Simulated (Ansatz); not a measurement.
**SnSe: zone-centre modes at 12 GPa**

Method: DFT PBE+D3(BJ), scalar-relativistic, plane waves, PAW (Ansatz 0.2.0). Settings: 420 eV plane-wave cutoff, Γ-centred 12×12×12 mesh, Gaussian smearing of 0.01 eV. No spin polarisation. Phonons by linear response, acoustic sum rule imposed.

The cell, relaxed at 12 GPa:
```yaml
crystal:
  lattice:
    - [0.00000, 2.83302, 2.83302]
    - [2.83302, 0.00000, 2.83302]
    - [2.83302, 2.83302, 0.00000]
  atoms:
    - { symbol: Sn, position: [0.00000, 0.00000, 0.00000] }
    - { symbol: Se, position: [0.50000, 0.50000, 0.50000] }
```

Spin–orbit coupling is left out, which matters for heavy elements. Other phases may be more stable at this pressure. The bands were filled as in an insulator; under compression the gap may have closed between mesh points.

Optical modes at Γ; i marks an imaginary frequency:
```json
{"frequency (meV)": "14.4", "degeneracy": "3"}
```

All 3 optical modes at Γ are real: no displacement of atoms at fixed cell lowers the energy to second order. Strains and modes at other wave vectors aren't tested by this run.

This rock-salt form isn't the usual stable structure of the compound at low pressure.

Cost: 1 run of about 0.41 core-minutes, on Intel Xeon Platinum 8488C (Sapphire Rapids) (shared hosts).